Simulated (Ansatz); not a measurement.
# CdSe: band edges up the ladder, part 2 of 2

How do gap and band edges of CdSe move from rung to rung, and at what price?

Ansatz 0.2.0; DFT PBEsol, scalar-relativistic, plane waves, PAW. Earlier steps stand in the parts before. Steps at another level of theory say so in their titles or inputs.

### 5 Levels with PBE0

Input file input.yaml:

```yaml
crystal:
  lattice:
    - [0.0, 3.0413095994, 3.0413095994]
    - [3.0413095994, 0.0, 3.0413095994]
    - [3.0413095994, 3.0413095994, 0.0]
  atoms:
    - { symbol: Cd, position: [0.0, 0.0, 0.0] }
    - { symbol: Se, position: [0.25, 0.25, 0.25] }
basis:
  ecutwfc: 420
kpoints:
  mp_grid: { grid: [4, 4, 4] }
  band_path:
    path:
      - [0.0, 0.0, 0.0]
      - [-0.5, -0.5, 0.0]
      - [-0.375, -0.375, 0.25]
      - [-0.375, 0.0, 0.375]
      - [0.0, 0.0, 0.5]
      - [-0.5, -0.25, 0.25]
    npoints: 1
hamiltonian:
  xc: pbe0
scf:
  occupations: { method: fixed }
  n_extra_bands: 4
output:
  eigenvalues: true
```

Run with:

```
$ ansatz run input.yaml --threads 2 --pin off --max-ram 5120MiB --backend cpu --events-out ev --progress --plain --runs-dir out
```

The program printed:

```text
Warning: RAYON_NUM_THREADS=2 ignored (pool sized by the plan → 2); use --threads N
scf.n_extra_bands = 4 over 18 filled bands (N_el = 36.0): the run solves 22 bands
Engine: ansatz 0.2.0, x86_64-unknown-linux-gnu
Pseudopotentials: kind: paw
Pseudopotential: Cd, paw, valence charge 20, recommended cutoff 420 eV (normal), Cd.paw.azcp
Pseudopotential: Se, paw, valence charge 16, recommended cutoff 420 eV (normal), Se.paw.azcp
Functional definition: PBE0
  parameter a = 0.25
  parameter kappa = 0.804
  parameter beta = 0.06672455060314922
  exchange = (1 - a)*pbe_x(kappa = kappa, mu = beta*pi^2/3) + a*exact_x
  correlation = pbe_c(beta = beta)
davidson cushion auto → on  (no smearing: the cushion is to keep the highest requested band from converging to the state above it; pin scf.eigensolver.cushion to override)
Crystal: 2 atoms, lattice volume = 56.262 Å³
Basis set: ecut = 420 eV, 1067 PW (Γ)
Bands: 22, of which v1, the nominal top of the filled ones, is band 18 counted from 1 (17 counted from 0)
Symmetry: 24 space group operations
Space group: F-43m (ITA 216), of the structure as read, at distance tolerance 3.8e-5 Å
k-points: 8 of 64 (time reversal used)
Non-local potential: Cd, projectors of the file, l = 0: 3, l = 1: 2, l = 2: 2, l = 3: 1
Non-local potential: Se, projectors of the file, l = 0: 2, l = 1: 2, l = 2: 3, l = 3: 1
PAW form: soft (Blöchl's): semilocal exchange-correlation on the pseudo side does not see the compensation charge
PAW frozen core: Cd, regenerated for the run's functional, and the local potential with it (the file was generated under x = pbe(κ = 0.804, μ = 0.2195149727645171), c = pbe(β = 0.06672455060314922))
PAW frozen core: Se, regenerated for the run's functional, and the local potential with it (the file was generated under x = pbe(κ = 0.804, μ = 0.2195149727645171), c = pbe(β = 0.06672455060314922))
PAW one-centre angular grid: Cd, 590 points (default); XC on 64 Gauss nodes
PAW one-centre angular grid: Se, 590 points (default); XC on 64 Gauss nodes
Initial density: superposition of atomic densities (neutral atoms: chi_scale 0, normalization atom), corrected by the library's trained network
Initial wavefunctions: pseudopotential atomic-orbital guess
Functional: x = pbe(κ = 0.804, μ = 0.2195149727645171), c = pbe(β = 0.06672455060314922), warm-up for x = 0.75 pbe(κ = 0.804, μ = 0.2195149727645171) + 0.25 exact, c = pbe(β = 0.06672455060314922)
SCF iter   1: F=—  HF=-13724.719864 eV  |F-HF|=—  |Δ(HF+E_count)|=         —  Δρ=8.07e-4  dr2=2.37e-4  ethr=1.77e-3  ⟨swp⟩=7.6  Hψ=763  notcnv=0
preconditioner: auto → none  [insulator: Δε(μ)=0.594 eV  Ē_g=12.112 eV  n_scr=14 (ndim 8)  ℏωp=21.0 eV  f_vac=0.202]
iter 2 solved again at ethr=4.69e-8 eV; its pass at ethr=6.59e-7 eV (dr2=1.69e-5 eV) is discarded
SCF iter   2: F=-13724.719957 eV  HF=-13724.719927 eV  |F-HF|=2.95e-5  |Δ(HF+E_count)|=   6.38e-5  Δρ=2.12e-4  dr2=1.68e-5  ethr=4.69e-8  ⟨swp⟩=2.0  Hψ=1080  notcnv=0
SCF 1 stopped early in 2 iterations: F = -13724.719957 eV  dr2 = 1.68e-5
Initial density: handed on by an earlier stage of this run
Initial wavefunctions: those handed on with the density
Functional: x = 0.75 pbe(κ = 0.804, μ = 0.2195149727645171) + 0.25 exact, c = pbe(β = 0.06672455060314922)
Frozen-core exchange: fock
SCF iter   1: F=—  HF=-13729.369033 eV  |F-HF|=—  |Δ(HF+E_count)|=         —  Δρ=5.78e-3  dr2=1.44e-2  ethr=4.67e-7  ⟨swp⟩=6.8  Hψ=838  notcnv=0
preconditioner: auto → none  [insulator: Δε(μ)=2.142 eV  Ē_g=14.821 eV  n_scr=14 (ndim 8)  ℏωp=21.0 eV  f_vac=0.201]
SCF iter   2: F=—  HF=-13729.362003 eV  |F-HF|=—  |Δ(HF+E_count)|=   7.03e-3  Δρ=2.32e-3  dr2=2.40e-3  ethr=4.67e-7  ⟨swp⟩=4.0  Hψ=711  notcnv=0
SCF iter   3: F=—  HF=-13729.372878 eV  |F-HF|=—  |Δ(HF+E_count)|=   1.09e-2  Δρ=1.59e-3  dr2=8.89e-4  ethr=4.67e-7  ⟨swp⟩=4.0  Hψ=678  notcnv=0
SCF iter   4: F=—  HF=-13729.372719 eV  |F-HF|=—  |Δ(HF+E_count)|=   1.59e-4  Δρ=4.83e-4  dr2=1.12e-4  ethr=4.67e-7  ⟨swp⟩=3.0  Hψ=531  notcnv=0
SCF iter   5: F=—  HF=-13729.373002 eV  |F-HF|=—  |Δ(HF+E_count)|=   2.84e-4  Δρ=1.93e-4  dr2=2.51e-5  ethr=1.70e-7  ⟨swp⟩=3.1  Hψ=494  notcnv=0
SCF iter   6: F=-13729.372995 eV  HF=-13729.372996 eV  |F-HF|=2.07e-7  |Δ(HF+E_count)|=   6.80e-6  Δρ=2.21e-5  dr2=5.62e-6  ethr=5.49e-8  ⟨swp⟩=3.0  Hψ=482  notcnv=0
SCF 2 stopped early in 6 iterations: F = -13729.372995 eV  dr2 = 5.62e-6
hybrid outer 1: dexx = +1.327e-2 eV, tail = 7.34e-5 eV
Frozen-core exchange: fock
SCF iter   1: F=—  HF=-13729.373298 eV  |F-HF|=—  |Δ(HF+E_count)|=         —  Δρ=5.53e-5  dr2=6.09e-7  ethr=1.02e-6  ⟨swp⟩=2.9  Hψ=404  notcnv=0
preconditioner: auto → none  [insulator: Δε(μ)=2.210 eV  Ē_g=14.773 eV  n_scr=14 (ndim 8)  ℏωp=21.0 eV  f_vac=0.208]
SCF iter   2: F=—  HF=-13729.373299 eV  |F-HF|=—  |Δ(HF+E_count)|=   8.30e-7  Δρ=2.08e-5  dr2=2.29e-7  ethr=1.38e-9  ⟨swp⟩=4.0  Hψ=692  notcnv=0
SCF iter   3: F=—  HF=-13729.373299 eV  |F-HF|=—  |Δ(HF+E_count)|=   3.58e-8  Δρ=1.11e-5  dr2=1.18e-7  ethr=3.19e-10  ⟨swp⟩=3.0  Hψ=456  notcnv=0
SCF iter   4: F=-13729.373299 eV  HF=-13729.373299 eV  |F-HF|=2.04e-8  |Δ(HF+E_count)|=   5.28e-7  Δρ=3.22e-6  dr2=1.28e-8  ethr=5.23e-11  ⟨swp⟩=4.1  Hψ=627  notcnv=0
SCF 3 converged in 4 iterations: F = -13729.373299 eV  dr2 = 1.28e-8
hybrid outer 2: dexx = +8.684e-7 eV, tail = 1.13e-7 eV, Δε = 2.50e-3 eV (about 1.50e-4 eV left of the loop's levels)
NSCF: frozen V_eff on 6 k-points
hybrid SCF converged: 2 outer / 10 inner (+2 warm-up), last move |dexx| = 8.68e-7 eV, tail = 1.13e-7 eV
Stability not checked: this state was not tested for a lower state beside it, because the functional holds exact exchange (a hybrid, or Hartree-Fock), whose exchange loop this test does not read (fock_operator; see scf.lower_state_search)
Free energy (F): -13729.373300 eV
Frozen-core exchange: fock
Harris-Foulkes:  -13729.373300 eV  (|F-HF|=2.04e-8)
Internal energy: -13729.373300 eV  (E = F + TS)
E sigma→0 (E₀):  -13729.373300 eV
Fermi energy:    6.550728 eV
--- Per-component energies (eV) ---
  E_band       = -1009.310163
  E_kinetic    = 624.487022
  E_local      = -6380.238344  (includes V_loc(G=0)·N_el)
  E_nonlocal   = -561.941212
  E_hartree    = 3037.371543
  E_xc         = -216.332916
  E_vxc        = -246.450299  (∫ρ·V_xc dr)
  E_exx        = -171.649072  (= α·E_x^exact, valence–valence)
  E_paw        = -5891.764587  (= ΣΔE_a)
  E_vpaw       = -176.611000  (= ΣTr[D̂ρ^β])
  E_aug_tail   = -0.000592  (compensation charges beyond the density's cutoff)
  E_ewald      = -4167.598949
  E_core_change = -1.706192  (= ΣΔE_core)
  E_smearing   = -0.000000  (= −TS)
  E_closure    = -0.000000  (closes the sum)
  Σ components = -13729.373300   (vs F -13729.373300, Δ=3.64e-12)
--- Band table (eV; the first three rows and the last of 8) ---
  k-point 0: bands = ["-100.2851", "-60.0080", "-60.0080", "-60.0080", "-43.7049", "-43.7049", "-43.7049", "-43.7010", "-43.7010", "-7.1933", "-2.7010", "-2.7010", "-2.7010", "-2.3226", "-2.3226", "6.5507", "6.5507", "6.5507", "8.7615", "14.2349", "14.2349", "14.2349"]
  k-point 1: bands = ["-100.2851", "-60.0081", "-60.0081", "-60.0080", "-43.7049", "-43.7049", "-43.7049", "-43.7009", "-43.7009", "-6.9914", "-2.6468", "-2.6468", "-2.4621", "-2.3215", "-2.3215", "3.7309", "6.1173", "6.1173", "10.5034", "14.2500", "14.7845", "14.7845"]
  k-point 2: bands = ["-100.2852", "-60.0081", "-60.0081", "-60.0080", "-43.7050", "-43.7050", "-43.7049", "-43.7009", "-43.7009", "-6.7878", "-2.6067", "-2.6067", "-2.3028", "-2.3028", "-1.9828", "1.8032", "5.7362", "5.7362", "10.6160", "14.7301", "14.7301", "15.7407"]
  k-point 7: bands = ["-100.2852", "-60.0082", "-60.0080", "-60.0078", "-43.7050", "-43.7050", "-43.7050", "-43.7009", "-43.7008", "-6.6654", "-2.5149", "-2.5093", "-2.3616", "-2.3182", "-1.7689", "2.2835", "4.1002", "4.1790", "13.3349", "13.5206", "14.8372", "15.7954"]
```

It took 15 s on 2 threads of Intel Xeon Platinum 8488C (Sapphire Rapids), shared host; peak memory 0.86 GiB.

Levels at named points, in eV from the top of the last band filled by count:

| point | band 16 | band 17 | band 18 | band 19 | band 20 | band 21 |
| --- | --- | --- | --- | --- | --- | --- |
| Γ | 0.00 | 0.00 | 0.00 | 2.21 | 7.68 | 7.68 |
| X | -4.41 | -2.01 | -2.01 | 4.62 | 5.45 | 11.04 |
| U | -4.31 | -2.75 | -1.65 | 5.31 | 6.95 | 10.03 |
| K | -4.31 | -2.75 | -1.65 | 5.31 | 6.95 | 10.03 |
| L | -4.75 | -0.81 | -0.81 | 4.07 | 8.18 | 8.18 |
| W | -4.27 | -2.45 | -2.37 | 6.78 | 6.97 | 8.29 |

### 6 The run at Hartree-Fock

input.yaml, as its differences from that of step 5:

```diff
@@ -22,3 +22,3 @@
 hamiltonian:
-  xc: pbe0
+  xc: hf
 scf:
```

Run with:

```
$ ansatz run input.yaml --threads 2 --pin off --max-ram 5120MiB --backend cpu --events-out ev --progress --plain --runs-dir out
```

The program printed:

```text
Warning: RAYON_NUM_THREADS=2 ignored (pool sized by the plan → 2); use --threads N
scf.n_extra_bands = 4 over 18 filled bands (N_el = 36.0): the run solves 22 bands
Engine: ansatz 0.2.0, x86_64-unknown-linux-gnu
Pseudopotentials: kind: paw
Pseudopotential: Cd, paw, valence charge 20, recommended cutoff 420 eV (normal), Cd.paw.azcp
Pseudopotential: Se, paw, valence charge 16, recommended cutoff 420 eV (normal), Se.paw.azcp
Functional definition: HF
  exchange = exact_x
  correlation = 0
davidson cushion auto → on  (no smearing: the cushion is to keep the highest requested band from converging to the state above it; pin scf.eigensolver.cushion to override)
Crystal: 2 atoms, lattice volume = 56.262 Å³
Basis set: ecut = 420 eV, 1067 PW (Γ)
Bands: 22, of which v1, the nominal top of the filled ones, is band 18 counted from 1 (17 counted from 0)
Symmetry: 24 space group operations
Space group: F-43m (ITA 216), of the structure as read, at distance tolerance 3.8e-5 Å
k-points: 8 of 64 (time reversal used)
Non-local potential: Cd, projectors of the file, l = 0: 3, l = 1: 2, l = 2: 2, l = 3: 1
Non-local potential: Se, projectors of the file, l = 0: 2, l = 1: 2, l = 2: 3, l = 3: 1
PAW form: soft (Blöchl's): semilocal exchange-correlation on the pseudo side does not see the compensation charge
PAW frozen core: Cd, regenerated for the run's functional, and the local potential with it (the file was generated under x = pbe(κ = 0.804, μ = 0.2195149727645171), c = pbe(β = 0.06672455060314922))
PAW frozen core: Se, regenerated for the run's functional, and the local potential with it (the file was generated under x = pbe(κ = 0.804, μ = 0.2195149727645171), c = pbe(β = 0.06672455060314922))
PAW one-centre angular grid: Cd, 590 points (default); XC on 64 Gauss nodes
PAW one-centre angular grid: Se, 590 points (default); XC on 64 Gauss nodes
Initial density: superposition of atomic densities (neutral atoms: chi_scale 0, normalization atom), corrected by the library's trained network
Initial wavefunctions: pseudopotential atomic-orbital guess
Functional: x = pbe(κ = 0.804, μ = 0.2195149727645171), c = none, warm-up for x = 0 pbe(κ = 0.804, μ = 0.2195149727645171) + 1 exact, c = none
SCF iter   1: F=—  HF=-13609.402824 eV  |F-HF|=—  |Δ(HF+E_count)|=         —  Δρ=1.11e-2  dr2=4.79e-2  ethr=1.77e-3  ⟨swp⟩=8.1  Hψ=806  notcnv=0
preconditioner: auto → none  [insulator: Δε(μ)=0.557 eV  Ē_g=11.951 eV  n_scr=14 (ndim 8)  ℏωp=21.0 eV  f_vac=0.202]
iter 2 solved again at ethr=1.29e-5 eV; its pass at ethr=1.33e-4 eV (dr2=4.64e-3 eV) is discarded
SCF iter   2: F=—  HF=-13609.380577 eV  |F-HF|=—  |Δ(HF+E_count)|=   2.22e-2  Δρ=2.99e-3  dr2=4.64e-3  ethr=1.29e-5  ⟨swp⟩=2.0  Hψ=961  notcnv=0
SCF iter   3: F=—  HF=-13609.378981 eV  |F-HF|=—  |Δ(HF+E_count)|=   1.60e-3  Δρ=7.08e-4  dr2=1.53e-4  ethr=1.29e-5  ⟨swp⟩=3.1  Hψ=479  notcnv=0
SCF iter   4: F=-13609.379013 eV  HF=-13609.379000 eV  |F-HF|=1.27e-5  |Δ(HF+E_count)|=   1.86e-5  Δρ=2.56e-4  dr2=1.80e-5  ethr=4.25e-7  ⟨swp⟩=3.0  Hψ=443  notcnv=0
SCF 1 stopped early in 4 iterations: F = -13609.379013 eV  dr2 = 1.80e-5
Initial density: handed on by an earlier stage of this run
Initial wavefunctions: those handed on with the density
Functional: x = 0 pbe(κ = 0.804, μ = 0.2195149727645171) + 1 exact, c = none
Frozen-core exchange: fock
SCF iter   1: F=—  HF=-13628.430805 eV  |F-HF|=—  |Δ(HF+E_count)|=         —  Δρ=1.52e-2  dr2=8.50e-2  ethr=4.99e-7  ⟨swp⟩=6.4  Hψ=955  notcnv=0
preconditioner: auto → none  [insulator: Δε(μ)=6.639 eV  Ē_g=22.858 eV  n_scr=14 (ndim 8)  ℏωp=21.0 eV  f_vac=0.202]
SCF iter   2: F=—  HF=-13628.346968 eV  |F-HF|=—  |Δ(HF+E_count)|=   8.38e-2  Δρ=6.29e-3  dr2=1.12e-1  ethr=4.99e-7  ⟨swp⟩=4.0  Hψ=736  notcnv=0
SCF iter   3: F=—  HF=-13628.713441 eV  |F-HF|=—  |Δ(HF+E_count)|=   3.66e-1  Δρ=6.87e-3  dr2=3.96e-2  ethr=4.99e-7  ⟨swp⟩=5.0  Hψ=807  notcnv=0
SCF iter   4: F=—  HF=-13628.754392 eV  |F-HF|=—  |Δ(HF+E_count)|=   4.10e-2  Δρ=3.92e-3  dr2=1.08e-2  ethr=4.99e-7  ⟨swp⟩=4.0  Hψ=743  notcnv=0
SCF iter   5: F=—  HF=-13628.757257 eV  |F-HF|=—  |Δ(HF+E_count)|=   2.87e-3  Δρ=1.23e-3  dr2=1.15e-3  ethr=4.99e-7  ⟨swp⟩=4.0  Hψ=716  notcnv=0
SCF iter   6: F=-13628.757001 eV  HF=-13628.757205 eV  |F-HF|=2.05e-4  |Δ(HF+E_count)|=   5.18e-5  Δρ=5.67e-4  dr2=2.48e-4  ethr=4.99e-7  ⟨swp⟩=3.9  Hψ=527  notcnv=0
SCF 2 stopped early in 6 iterations: F = -13628.757001 eV  dr2 = 2.48e-4
hybrid outer 1: dexx = +6.828e-1 eV, tail = 1.40e-2 eV
Frozen-core exchange: fock
SCF iter   1: F=—  HF=-13628.771582 eV  |F-HF|=—  |Δ(HF+E_count)|=         —  Δρ=7.73e-4  dr2=1.19e-4  ethr=1.94e-4  ⟨swp⟩=3.0  Hψ=406  notcnv=0
preconditioner: auto → none  [insulator: Δε(μ)=7.690 eV  Ē_g=22.870 eV  n_scr=14 (ndim 8)  ℏωp=21.0 eV  f_vac=0.213]
SCF iter   2: F=—  HF=-13628.771887 eV  |F-HF|=—  |Δ(HF+E_count)|=   3.05e-4  Δρ=3.92e-4  dr2=4.12e-5  ethr=2.27e-7  ⟨swp⟩=4.4  Hψ=702  notcnv=0
SCF iter   3: F=—  HF=-13628.771893 eV  |F-HF|=—  |Δ(HF+E_count)|=   6.22e-6  Δρ=1.15e-4  dr2=4.46e-6  ethr=9.43e-8  ⟨swp⟩=3.5  Hψ=568  notcnv=0
SCF iter   4: F=-13628.771891 eV  HF=-13628.771891 eV  |F-HF|=4.26e-7  |Δ(HF+E_count)|=   1.35e-6  Δρ=3.45e-5  dr2=6.61e-7  ethr=1.17e-8  ⟨swp⟩=4.0  Hψ=522  notcnv=0
SCF 3 stopped early in 4 iterations: F = -13628.771891 eV  dr2 = 6.61e-7
hybrid outer 2: dexx = +3.511e-4 eV, tail = 1.14e-4 eV, Δε = 5.69e-2 eV (about 9.00e-3 eV left of the loop's levels)
Frozen-core exchange: fock
SCF iter   1: F=—  HF=-13628.772033 eV  |F-HF|=—  |Δ(HF+E_count)|=         —  Δρ=7.69e-5  dr2=1.84e-6  ethr=1.59e-6  ⟨swp⟩=2.4  Hψ=395  notcnv=0
preconditioner: auto → none  [insulator: Δε(μ)=7.693 eV  Ē_g=22.869 eV  n_scr=14 (ndim 8)  ℏωp=21.0 eV  f_vac=0.213]
SCF iter   2: F=—  HF=-13628.772037 eV  |F-HF|=—  |Δ(HF+E_count)|=   4.16e-6  Δρ=5.84e-5  dr2=8.64e-7  ethr=3.57e-9  ⟨swp⟩=4.1  Hψ=644  notcnv=0
SCF iter   3: F=-13628.772036 eV  HF=-13628.772037 eV  |F-HF|=2.44e-7  |Δ(HF+E_count)|=   2.41e-8  Δρ=2.11e-5  dr2=3.28e-7  ethr=2.02e-9  ⟨swp⟩=4.0  Hψ=544  notcnv=0
SCF 4 stopped early in 3 iterations: F = -13628.772036 eV  dr2 = 3.28e-7
hybrid outer 3: dexx = +6.522e-6 eV, tail = 1.37e-6 eV, Δε = 1.05e-2 eV (about 2.38e-3 eV left of the loop's levels)
Frozen-core exchange: fock
SCF iter   1: F=—  HF=-13628.772038 eV  |F-HF|=—  |Δ(HF+E_count)|=         —  Δρ=8.95e-6  dr2=2.97e-8  ethr=1.90e-8  ⟨swp⟩=2.5  Hψ=396  notcnv=0
preconditioner: auto → none  [insulator: Δε(μ)=7.695 eV  Ē_g=22.868 eV  n_scr=14 (ndim 8)  ℏωp=21.0 eV  f_vac=0.213]
SCF iter   2: F=-13628.772038 eV  HF=-13628.772038 eV  |F-HF|=2.86e-9  |Δ(HF+E_count)|=   2.61e-8  Δρ=3.08e-6  dr2=6.85e-9  ethr=6.21e-11  ⟨swp⟩=4.2  Hψ=687  notcnv=0
SCF 5 converged in 2 iterations: F = -13628.772038 eV  dr2 = 6.85e-9
hybrid outer 4: dexx = +4.775e-8 eV, tail = 2.30e-8 eV, Δε = 1.77e-3 eV (about 4.72e-4 eV left of the loop's levels)
the search or the solves at the SCF's close seem to have found levels that the self-consistency loop had missed (the run counts 1). By its estimate they hold under 1e-12 electrons; where the run keeps them, the occupations were computed again with them
NSCF: frozen V_eff on 6 k-points
hybrid SCF converged: 4 outer / 15 inner (+4 warm-up), last move |dexx| = 4.78e-8 eV, tail = 2.30e-8 eV
Stability not checked: this state was not tested for a lower state beside it, because the functional holds exact exchange (a hybrid, or Hartree-Fock), whose exchange loop this test does not read (fock_operator; see scf.lower_state_search)
Free energy (F): -13628.772038 eV
Frozen-core exchange: fock
Harris-Foulkes:  -13628.772038 eV  (|F-HF|=2.86e-9)
Internal energy: -13628.772038 eV  (E = F + TS)
E sigma→0 (E₀):  -13628.772038 eV
Fermi energy:    4.837818 eV
--- Per-component energies (eV) ---
  E_band       = -1318.211930
  E_kinetic    = 626.409990
  E_local      = -6374.039555  (includes V_loc(G=0)·N_el)
  E_nonlocal   = -573.824244
  E_hartree    = 3044.365507
  E_xc         = 0.000000
  E_vxc        = 0.000000  (∫ρ·V_xc dr)
  E_exx        = -689.739850  (= α·E_x^exact, valence–valence)
  E_paw        = -5488.331270  (= ΣΔE_a)
  E_vpaw       = 293.989565  (= ΣTr[D̂ρ^β])
  E_aug_tail   = -0.000610  (compensation charges beyond the density's cutoff)
  E_ewald      = -4167.598949
  E_core_change = -6.013057  (= ΣΔE_core)
  E_smearing   = -0.000000  (= −TS)
  E_closure    = 0.000000  (closes the sum)
  Σ components = -13628.772038   (vs F -13628.772038, Δ=1.82e-12)
--- Band table (eV; the first three rows and the last of 8) ---
  k-point 0: bands = ["-117.1226", "-72.9012", "-72.9012", "-72.9012", "-55.9064", "-55.9064", "-55.9064", "-55.9019", "-55.9019", "-12.1095", "-8.1330", "-8.1330", "-8.1330", "-7.7273", "-7.7273", "4.8378", "4.8378", "4.8378", "12.5323", "18.1317", "18.1317", "18.1317"]
  k-point 1: bands = ["-117.1232", "-72.9013", "-72.9013", "-72.9009", "-55.9066", "-55.9066", "-55.9064", "-55.9018", "-55.9018", "-11.8838", "-8.0793", "-8.0793", "-7.8017", "-7.7287", "-7.7287", "1.7255", "4.3419", "4.3419", "14.3149", "18.1148", "18.7285", "18.7285"]
  k-point 2: bands = ["-117.1234", "-72.9013", "-72.9013", "-72.9006", "-55.9067", "-55.9067", "-55.9064", "-55.9017", "-55.9017", "-11.6740", "-8.0361", "-8.0361", "-7.7162", "-7.7162", "-7.2217", "-0.6858", "3.8911", "3.8911", "14.4426", "18.5012", "18.5012", "19.5433"]
  k-point 7: bands = ["-117.1238", "-72.9014", "-72.9011", "-72.9005", "-55.9068", "-55.9067", "-55.9066", "-55.9018", "-55.9015", "-11.5545", "-7.9540", "-7.9289", "-7.7754", "-7.7250", "-6.9281", "0.0368", "1.8870", "2.1324", "16.6328", "17.9688", "18.9007", "19.3724"]
```

Wall time 18 s (2 threads of Intel Xeon Platinum 8488C (Sapphire Rapids), shared host); peak memory 0.87 GiB.

Levels at named points, in eV from the top of the last band filled by count:

| point | band 16 | band 17 | band 18 | band 19 | band 20 | band 21 |
| --- | --- | --- | --- | --- | --- | --- |
| Γ | 0.00 | 0.00 | 0.00 | 7.69 | 13.29 | 13.29 |
| X | -5.09 | -2.37 | -2.37 | 9.48 | 10.87 | 17.25 |
| U | -4.88 | -3.26 | -1.93 | 10.44 | 12.63 | 15.77 |
| K | -4.88 | -3.26 | -1.93 | 10.44 | 12.63 | 15.77 |
| L | -5.52 | -0.95 | -0.95 | 9.60 | 13.66 | 13.66 |
| W | -4.80 | -2.95 | -2.71 | 11.79 | 13.13 | 14.06 |

### 7 All levels side by side

| level | k mesh | gap (eV) | least direct gap (eV) | top at | bottom at | CPU time (s) |
| --- | --- | --- | --- | --- | --- | --- |
| PBEsol, 250 eV and coarse mesh | 4×4×4 | 0.49 | 0.49 | Γ | Γ | 1.1 |
| LDA | 10×10×10 | 0.33 | 0.33 | Γ | Γ | 3.9 |
| PBE0 | 4×4×4 | 2.21 | 2.21 | Γ | Γ | 27 |
| Hartree-Fock | 4×4×4 | 7.69 | 7.69 | Γ | Γ | 33 |

Gaps are by band count over the mesh and the named points; a gap of 0 means that the bands overlap or touch.

### 8 Results

This closing draws on all 2 parts.

| quantity | value |
| --- | --- |
| gap, LDA | 0.33 eV, direct |
| gap, PBE0 | 2.21 eV, direct |
| gap, Hartree-Fock | 7.69 eV, direct |

The gap runs from 0.33 eV (LDA) to 7.69 eV (Hartree-Fock). Hartree-Fock took about 8.5 times the CPU time of LDA, on unlike meshes where the table says so. Hartree-Fock has no screening, so it overshoots gaps by far. The cheap run is there to show what low settings cost; its numbers aren't properties. The settings are coarse, so take the values as rough.
